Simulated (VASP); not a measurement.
# CdS (Fm-3m) in VASP: a series of runs, part 2 of 3

VASP 6.6.1. The steps go on from the part before.

## 4. Dielectric tensor, PBEsol

Contents of INCAR:

```
ALGO = Normal
EDIFF = 1E-8
ENCUT = 350
GGA = PS
ISIF = 2
ISMEAR = 0
LASPH = True
LCHARG = False
LEPSILON = True
LREAL = False
LWAVE = False
NELM = 100
PREC = Accurate
SIGMA = 0.01
```

Contents of KPOINTS:

```
k-points
0
Gamma
  4 4 4
```

Contents of POSCAR:

```
CdS
1.0
    0.0000000000      2.7532440000      2.7532440000
    2.7532440000      0.0000000000      2.7532440000
    2.7532440000      2.7532440000      0.0000000000
Cd S
1 1
Direct
    0.0000000000      0.0000000000      0.0000000000
    0.5000000000      0.5000000000      0.5000000000
```

Potentials or basis: VASP PAW PBE potentials, release 64 (Cd, S).

Run with:

```
cat potpaw_PBE.64/Cd/POTCAR potpaw_PBE.64/S/POTCAR > POTCAR
mpirun -np 1 vasp_std > vasp.out
```

OUTCAR:

```text
EDIFF = 1E-8
   ENCUT = 350
   GGA = PS
   ISIF = 2
   ISMEAR = 0
   LASPH = True
   LEPSILON = True
   LREAL = False
   NELM = 100
   PREC = Accurate

 Found      8 irreducible k-points:

 Following reciprocal coordinates:
            Coordinates               Weight
  0.000000  0.000000  0.000000      1.000000
  0.250000  0.000000  0.000000      8.000000
  0.500000  0.000000  0.000000      4.000000
  0.250000  0.250000  0.000000      6.000000
  0.500000  0.250000  0.000000     24.000000
 -0.250000  0.250000  0.000000     12.000000
   k-points           NKPTS =      8   k-points in BZ     NKDIM =      8   number of bands    NBANDS=     13
   number of dos      NEDOS =    301   number of ions     NIONS =      2
   total plane-waves  NPLWV =  13824
   dimension x,y,z NGX =    24 NGY =   24 NGZ =   24
   dimension x,y,z NGXF=    48 NGYF=   48 NGZF=   48
   ions per type =               1   1
   NGX,Y,Z   is equivalent  to a cutoff of  10.25, 10.25, 10.25 a.u.
   NGXF,Y,Z  is equivalent  to a cutoff of  20.49, 20.49, 20.49 a.u.
 SYSTEM =  unknown system
   PREC   = accura    normal or accurate (medium, high low for compatibility)
   ISTART =      0    job   : 0-new  1-cont  2-samecut
   ICHARG =      2    charge: 1-file 2-atom 10-const
   ISPIN  =      1    spin polarized calculation?
   LNONCOLLINEAR =      F non collinear calculations
   LSORBIT =      F    spin-orbit coupling
   LASPH  =      T    aspherical Exc in radial PAW
   ENCUT  =  350.0 eV  25.72 Ry    5.07 a.u.   5.94  5.94  5.94*2*pi/ulx,y,z
   NELM   =    100;   NELMIN=  2; NELMDL= -5     # of ELM steps
   EDIFF  = 0.1E-07   stopping-criterion for ELM
   LREAL  =      F    real-space projection
   EDIFFG = 0.1E-06   stopping-criterion for IOM
   NSW    =      0    number of steps for IOM
   IBRION =     -1    ionic relax: 0-MD 1-quasi-New 2-CG
   NFREE  =      0    steps in history (QN), initial steepest desc. (CG)
   ISIF   =      2    stress and relaxation
   ISYM   =      2    0-nonsym 1-usesym 2-fastsym
   POTIM  = 0.5000    time-step for ionic-motion
   TEBEG  =    0.0;   TEEND  =   0.0 temperature during run
   PSTRESS=    0.0 pullay stress
   NELECT =      18.0000    total number of electrons
   NUPDOWN=      -1.0000    fix difference up-down
   EMIN   =  10.00;   EMAX   =-10.00  energy-range for DOS
   EFERMI =   0.00;   METHOD = LEGACY
   ISMEAR =     0;   SIGMA  =   0.01  broadening in eV -4-tet -1-fermi 0-gaus
   EFERMI_NEDOS =   21; number of points for ismear=-14 and -15
   IALGO  =     38    algorithm
   IMIX   =      4    mixing-type and parameters
     AMIX     =   0.40;   BMIX     =  1.00
     AMIX_MAG =   1.60;   BMIX_MAG =  1.00
  volume/ion in A,a.u.               =      20.87       140.84
  Fermi-wavevector in a.u.,A,eV,Ry     =   1.236833  2.337275 20.813583  1.529755
  Thomas-Fermi vector in A             =   2.371425
   LORBIT       =      0    0 simple, 1 ext, 2 COOP (PROOUT), +10 PAW based schemes
   GGA     = PS    functional components
   LHFCALC =     F    Hartree Fock is set to
   AEXX    =    0.0000 exact exchange contribution
   IVDW    =     0    specifies the selected vdW correction
   LEPSILON=     T    determine dielectric tensor
   LRPA    =     F    only Hartree local field effects (RPA)
 non-spin polarized calculation
 Gauss-broadening in eV      SIGMA  =   0.01
  energy-cutoff  :      350.00
  volume of cell :       41.74
 maximum number of plane-waves:       636
[... 111 lines left out ...]
  FORCE on cell =-STRESS in cart. coord.  units (eV):
  Direction    XX          YY          ZZ          XY          YZ          ZX
  --------------------------------------------------------------------------------------
  -------------------------------------------------------------------------------------
  Total       -1.0571564     -1.0571564     -1.0571564     -0.0000000      0.0000000     -0.0000000
  in kB      -40.5775427    -40.5775427    -40.5775427     -0.0000000      0.0000000     -0.0000000
  external PRESSURE =     -40.5775427 kB  Pullay stress =       0.0000000 kB

 VOLUME and BASIS-vectors are now :
 -----------------------------------------------------------------------------
  energy-cutoff  :      350.00
  volume of cell :       41.74
      direct lattice vectors                 reciprocal lattice vectors
     0.000000000  2.753244000  2.753244000    -0.181603955  0.181603955  0.181603955
     2.753244000  0.000000000  2.753244000     0.181603955 -0.181603955  0.181603955
     2.753244000  2.753244000  0.000000000     0.181603955  0.181603955 -0.181603955

 POSITION                                       TOTAL-FORCE (eV/Angst)
 -----------------------------------------------------------------------------------
      0.00000      0.00000      0.00000         0.000000      0.000000      0.000000
      2.75324      2.75324      2.75324        -0.000000     -0.000000     -0.000000
 -----------------------------------------------------------------------------------
    total drift:                                0.000000     -0.000000     -0.000000

  FREE ENERGIE OF THE ION-ELECTRON SYSTEM (eV)
  ---------------------------------------------------
  free  energy   TOTEN  =        -6.5318068434 eV

  energy  without entropy=       -6.5318068427  energy(sigma->0) =       -6.53180684

 HEAD OF MICROSCOPIC STATIC DIELECTRIC TENSOR (INDEPENDENT PARTICLE, excluding Hartree and local field effects)
 ------------------------------------------------------
          18.281607     0.000000     0.000000
           0.000000    18.281607     0.000000
           0.000000     0.000000    18.281607
 ------------------------------------------------------

 Free energy of the ion-electron system (eV)
  ---------------------------------------------------
  ---------------------------------------------------
  free energy    TOTEN  =        -2.03916861 eV

  energy without entropy =       -2.03916861

------------------------ aborting loop because EDIFF is reached ----------------------------------------

--------------------------------------- Ionic step        2  -------------------------------------------

------------------------ aborting loop because EDIFF is reached ----------------------------------------

--------------------------------------- Ionic step        3  -------------------------------------------

 Free energy of the ion-electron system (eV)
  ---------------------------------------------------
  ---------------------------------------------------
  free energy    TOTEN  =        -2.03916840 eV

  energy without entropy =       -2.03916840

------------------------ aborting loop because EDIFF is reached ----------------------------------------

 PIEZOELECTRIC TENSOR FIELD DIRECTION 3  (e Angst)
 -----------------------------------------------------------------------------
     0.00464  0.00000  0.00000           ( -0.00000  0.00000  0.00000)
     0.00000  0.00464  0.00000           (  0.00000 -0.00000  0.00000)
     0.00000 -0.00000 -0.00940           (  0.00000  0.00000  0.00005)

 PIEZOELECTRIC TENSOR FIELD DIRECTION 3  (C/m^2)
 -----------------------------------------------------------------------------
     0.00178  0.00000  0.00000
     0.00000  0.00178  0.00000
     0.00000 -0.00000 -0.00361

 MACROSCOPIC STATIC DIELECTRIC TENSOR (including local field effects in DFT)
 ------------------------------------------------------
          17.864741    -0.000000     0.000000
          -0.000000    17.864741     0.000000
          -0.000000    -0.000000    17.864741
 ------------------------------------------------------

 PIEZOELECTRIC TENSOR (including local field effects)  for field in x, y, z        (e  Angst)
          XX          YY          ZZ          XY          YZ          ZX
  --------------------------------------------------------------------------------
  x     0.00000     0.00000     0.00000     0.00000     0.00000     0.00000
  y     0.00000     0.00000     0.00000     0.00000     0.00000     0.00000
  z     0.00000     0.00000     0.00000     0.00000     0.00000     0.00000

 PIEZOELECTRIC TENSOR (including local field effects)  for field in x, y, z        (C/m^2)
          XX          YY          ZZ          XY          YZ          ZX
  --------------------------------------------------------------------------------
  x     0.00000     0.00000     0.00000     0.00000     0.00000     0.00000
  y     0.00000     0.00000     0.00000     0.00000     0.00000     0.00000
  z     0.00000     0.00000     0.00000     0.00000     0.00000     0.00000

 BORN EFFECTIVE CHARGES (including local field effects) (in |e|, cummulative output)
 ---------------------------------------------------------------------------------
 ion    1
    1     3.88994    -0.00000    -0.00000
    2    -0.00000     3.88994     0.00000
    3     0.00000     0.00000     3.88994
 ion    2
    1    -3.88994     0.00000     0.00000
    2     0.00000    -3.88994     0.00000
    3    -0.00000    -0.00000    -3.88994
```

It took 29 s on 1 thread of Intel Xeon Platinum 8488C (Sapphire Rapids), shared host; peak memory 0.14 GiB.

The run converged, but some of its settings lie outside the range that counts as converged, so its numbers aren't taken as properties of the crystal.

What came out:

- Band gap on the k mesh: 0.07 eV, indirect (least direct gap 1.38 eV)
- Electronic dielectric tensor (diagonal): 17.86
- Born charges (mean of the diagonal): Cd +3.89; S -3.89 e

Caveat: the k mesh is coarse (spacing up to 0.49 Å⁻¹), so the values aren't converged; the gap is small at this level, which inflates the dielectric constant; the PAW data sets were made with another functional, which shifts forces and pressure a little.

## 5. Dielectric tensor, PBEsol

INCAR, as its differences from that of step 4:

```diff
@@ -2,3 +2,3 @@
 EDIFF = 1E-8
-ENCUT = 350
+ENCUT = 300
 GGA = PS
```

Contents of KPOINTS:

```
k-points
0
Gamma
  5 5 5
```

POSCAR is that of step 4.

Potentials or basis: VASP PAW PBE potentials, release 64 (Cd, S).

Run with:

```
cat potpaw_PBE.64/Cd/POTCAR potpaw_PBE.64/S/POTCAR > POTCAR
mpirun -np 1 vasp_std > vasp.out
```

OUTCAR:

```text
EDIFF = 1E-8
   ENCUT = 300
   GGA = PS
   ISIF = 2
   ISMEAR = 0
   LASPH = True
   LEPSILON = True
   LREAL = False
   NELM = 100
   PREC = Accurate

 Found     10 irreducible k-points:

 Following reciprocal coordinates:
            Coordinates               Weight
  0.000000  0.000000  0.000000      1.000000
  0.200000  0.000000  0.000000      8.000000
  0.400000  0.000000  0.000000      8.000000
  0.200000  0.200000  0.000000      6.000000
  0.400000  0.200000  0.000000     24.000000
 -0.400000  0.200000  0.000000     24.000000
   k-points           NKPTS =     10   k-points in BZ     NKDIM =     10   number of bands    NBANDS=     13
   number of dos      NEDOS =    301   number of ions     NIONS =      2
   total plane-waves  NPLWV =  13824
   dimension x,y,z NGX =    24 NGY =   24 NGZ =   24
   dimension x,y,z NGXF=    48 NGYF=   48 NGZF=   48
   ions per type =               1   1
   NGX,Y,Z   is equivalent  to a cutoff of  10.25, 10.25, 10.25 a.u.
   NGXF,Y,Z  is equivalent  to a cutoff of  20.49, 20.49, 20.49 a.u.
 SYSTEM =  unknown system
   PREC   = accura    normal or accurate (medium, high low for compatibility)
   ISTART =      0    job   : 0-new  1-cont  2-samecut
   ICHARG =      2    charge: 1-file 2-atom 10-const
   ISPIN  =      1    spin polarized calculation?
   LNONCOLLINEAR =      F non collinear calculations
   LSORBIT =      F    spin-orbit coupling
   LASPH  =      T    aspherical Exc in radial PAW
   ENCUT  =  300.0 eV  22.05 Ry    4.70 a.u.   5.50  5.50  5.50*2*pi/ulx,y,z
   NELM   =    100;   NELMIN=  2; NELMDL= -5     # of ELM steps
   EDIFF  = 0.1E-07   stopping-criterion for ELM
   LREAL  =      F    real-space projection
   EDIFFG = 0.1E-06   stopping-criterion for IOM
   NSW    =      0    number of steps for IOM
   IBRION =     -1    ionic relax: 0-MD 1-quasi-New 2-CG
   NFREE  =      0    steps in history (QN), initial steepest desc. (CG)
   ISIF   =      2    stress and relaxation
   ISYM   =      2    0-nonsym 1-usesym 2-fastsym
   POTIM  = 0.5000    time-step for ionic-motion
   TEBEG  =    0.0;   TEEND  =   0.0 temperature during run
   PSTRESS=    0.0 pullay stress
   NELECT =      18.0000    total number of electrons
   NUPDOWN=      -1.0000    fix difference up-down
   EMIN   =  10.00;   EMAX   =-10.00  energy-range for DOS
   EFERMI =   0.00;   METHOD = LEGACY
   ISMEAR =     0;   SIGMA  =   0.01  broadening in eV -4-tet -1-fermi 0-gaus
   EFERMI_NEDOS =   21; number of points for ismear=-14 and -15
   IALGO  =     38    algorithm
   IMIX   =      4    mixing-type and parameters
     AMIX     =   0.40;   BMIX     =  1.00
     AMIX_MAG =   1.60;   BMIX_MAG =  1.00
  volume/ion in A,a.u.               =      20.87       140.84
  Fermi-wavevector in a.u.,A,eV,Ry     =   1.236833  2.337275 20.813583  1.529755
  Thomas-Fermi vector in A             =   2.371425
   LORBIT       =      0    0 simple, 1 ext, 2 COOP (PROOUT), +10 PAW based schemes
   GGA     = PS    functional components
   LHFCALC =     F    Hartree Fock is set to
   AEXX    =    0.0000 exact exchange contribution
   IVDW    =     0    specifies the selected vdW correction
   LEPSILON=     T    determine dielectric tensor
   LRPA    =     F    only Hartree local field effects (RPA)
 non-spin polarized calculation
 Gauss-broadening in eV      SIGMA  =   0.01
  energy-cutoff  :      300.00
  volume of cell :       41.74
 maximum number of plane-waves:       531
[... 113 lines left out ...]
  Direction    XX          YY          ZZ          XY          YZ          ZX
  --------------------------------------------------------------------------------------
  -------------------------------------------------------------------------------------
  Total       -1.0345713     -1.0345713     -1.0345713      0.0000000      0.0000000     -0.0000000
  in kB      -39.7106437    -39.7106437    -39.7106437      0.0000000      0.0000000     -0.0000000
  external PRESSURE =     -39.7106437 kB  Pullay stress =       0.0000000 kB

 VOLUME and BASIS-vectors are now :
 -----------------------------------------------------------------------------
  energy-cutoff  :      300.00
  volume of cell :       41.74
      direct lattice vectors                 reciprocal lattice vectors
     0.000000000  2.753244000  2.753244000    -0.181603955  0.181603955  0.181603955
     2.753244000  0.000000000  2.753244000     0.181603955 -0.181603955  0.181603955
     2.753244000  2.753244000  0.000000000     0.181603955  0.181603955 -0.181603955

 POSITION                                       TOTAL-FORCE (eV/Angst)
 -----------------------------------------------------------------------------------
      0.00000      0.00000      0.00000         0.000000     -0.000000      0.000000
      2.75324      2.75324      2.75324        -0.000000      0.000000     -0.000000
 -----------------------------------------------------------------------------------
    total drift:                                0.000000     -0.000000     -0.000000

  FREE ENERGIE OF THE ION-ELECTRON SYSTEM (eV)
  ---------------------------------------------------
  free  energy   TOTEN  =        -6.5925713774 eV

  energy  without entropy=       -6.5925713774  energy(sigma->0) =       -6.59257138

 HEAD OF MICROSCOPIC STATIC DIELECTRIC TENSOR (INDEPENDENT PARTICLE, excluding Hartree and local field effects)
 ------------------------------------------------------
          13.615698    -0.000000    -0.000000
           0.000000    13.615698     0.000000
          -0.000000    -0.000000    13.615698
 ------------------------------------------------------

 Free energy of the ion-electron system (eV)
  ---------------------------------------------------
  ---------------------------------------------------
  free energy    TOTEN  =        -1.47376813 eV

  energy without entropy =       -1.47376813

------------------------ aborting loop because EDIFF is reached ----------------------------------------

--------------------------------------- Ionic step        2  -------------------------------------------

------------------------ aborting loop because EDIFF is reached ----------------------------------------

--------------------------------------- Ionic step        3  -------------------------------------------

 Free energy of the ion-electron system (eV)
  ---------------------------------------------------
  ---------------------------------------------------
  free energy    TOTEN  =        -1.47373742 eV

  energy without entropy =       -1.47373742

------------------------ aborting loop because EDIFF is reached ----------------------------------------

 PIEZOELECTRIC TENSOR FIELD DIRECTION 3  (e Angst)
 -----------------------------------------------------------------------------
     0.00293  0.00000  0.00000           ( -0.00000  0.00000  0.00000)
     0.00000  0.00293  0.00000           (  0.00000 -0.00000  0.00000)
     0.00000  0.00000 -0.00662           (  0.00000  0.00000  0.00004)

 PIEZOELECTRIC TENSOR FIELD DIRECTION 3  (C/m^2)
 -----------------------------------------------------------------------------
     0.00113  0.00000  0.00000
     0.00000  0.00113  0.00000
     0.00000  0.00000 -0.00254

 MACROSCOPIC STATIC DIELECTRIC TENSOR (including local field effects in DFT)
 ------------------------------------------------------
          13.202513    -0.000000     0.000000
          -0.000000    13.202513     0.000000
          -0.000000     0.000000    13.202513
 ------------------------------------------------------

 PIEZOELECTRIC TENSOR (including local field effects)  for field in x, y, z        (e  Angst)
          XX          YY          ZZ          XY          YZ          ZX
  --------------------------------------------------------------------------------
  x     0.00000     0.00000     0.00000     0.00000     0.00000     0.00000
  y     0.00000     0.00000     0.00000     0.00000     0.00000     0.00000
  z     0.00000     0.00000     0.00000     0.00000     0.00000     0.00000

 PIEZOELECTRIC TENSOR (including local field effects)  for field in x, y, z        (C/m^2)
          XX          YY          ZZ          XY          YZ          ZX
  --------------------------------------------------------------------------------
  x     0.00000     0.00000     0.00000     0.00000     0.00000     0.00000
  y     0.00000     0.00000     0.00000     0.00000     0.00000     0.00000
  z     0.00000     0.00000     0.00000     0.00000     0.00000     0.00000

 BORN EFFECTIVE CHARGES (including local field effects) (in |e|, cummulative output)
 ---------------------------------------------------------------------------------
 ion    1
    1     3.36941     0.00000     0.00000
    2     0.00000     3.36941     0.00000
    3     0.00000     0.00000     3.36941
 ion    2
    1    -3.36941     0.00000     0.00000
    2     0.00000    -3.36941     0.00000
    3     0.00000     0.00000    -3.36941
```

stdout:

```text
POSCAR found type information on POSCAR CdS
 POSCAR found :  2 types and       2 ions
 scaLAPACK will be used
 -----------------------------------------------------------------------------
|                                                                             |
|                                                                             |
|     You enforced a specific xc type in the INCAR file but a different       |
[... 28 lines left out ...]
  Direction:   1
 dielectric tensor                  component  1 :    13.203     4.432     0.992
 Linear response to external field, progress :
  Direction:   2
 dielectric tensor                  component  2 :     4.599    13.203    -0.924
 Linear response to external field, progress :
  Direction:   3
 dielectric tensor                  component  3 :     1.168     2.508    13.202
 Born effective charges drift removed
```

It took 30 s on 1 thread of Intel Xeon Platinum 8488C (Sapphire Rapids), shared host; peak memory 0.14 GiB.

These settings aren't checked as converged: the numbers below hold their error.

What came out:

```yaml
Band_gap_on_the_k_mesh: 0.62 eV, indirect (least direct gap 1.40 eV)
Electronic_dielectric_tensor_diagonal: 13.20
Born_charges_mean_of_the_diagonal: Cd +3.37; S -3.37 e
```

Caveat: the cutoff is under 1.25 times the usual one of these potentials, so pressure, stress and relaxed cells hold a basis-set (Pulay) error; the gap is small at this level, which inflates the dielectric constant; the PAW data sets were made with another functional, which shifts forces and pressure a little; an odd mesh through Γ misses points on the zone boundary, where band edges often lie.

(Part 2 of 3 ends here.)
